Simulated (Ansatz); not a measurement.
Crystal: CO2.

```
O C
1.0
     2.63591   -2.38738    0.00000
     2.63591    2.38738    0.00000
     0.00000    0.00000    6.58717
O C
4 2
Direct
  0.30651 0.69349 0.60816
  0.69349 0.30651 0.39184
  0.19349 0.80651 0.10816
  0.80651 0.19349 0.89184
  0.50000 0.50000 0.50000
  0.00000 0.00000 0.00000
```

The cell comes from a database or a generator and needn't be the stable form of this composition.

Base run:

* Program: Ansatz 0.2.0
* Functional: LDA
* Potentials or basis: Ansatz PAW
* Cutoff: 420 eV
* Density cutoff: 1680 eV
* k mesh: 8 × 8 × 4
* Occupations: fixed
* Spin: no spin polarisation

Its results: band gap on the k mesh 6.33 eV, indirect (least direct gap 6.91 eV); pressure -2.8 GPa; largest force 0.572 eV/Å.

Task: The run is repeated on the same cell with these changes: functional from LDA to r2SCAN; cutoff from 420 eV to 500 eV; density cutoff from 1680 eV to 2000 eV; level from lda to r2scan. What comes out?

Result: Band gap on the k mesh 7.25 eV, indirect (least direct gap 7.82 eV); pressure -1.6 GPa; largest force 0.702 eV/Å.

Caveats: the PAW data sets come from PBE, with cores solved anew for the run's functional, which leaves a small shift of forces and pressure.

Not every run made on this cell is shown here.
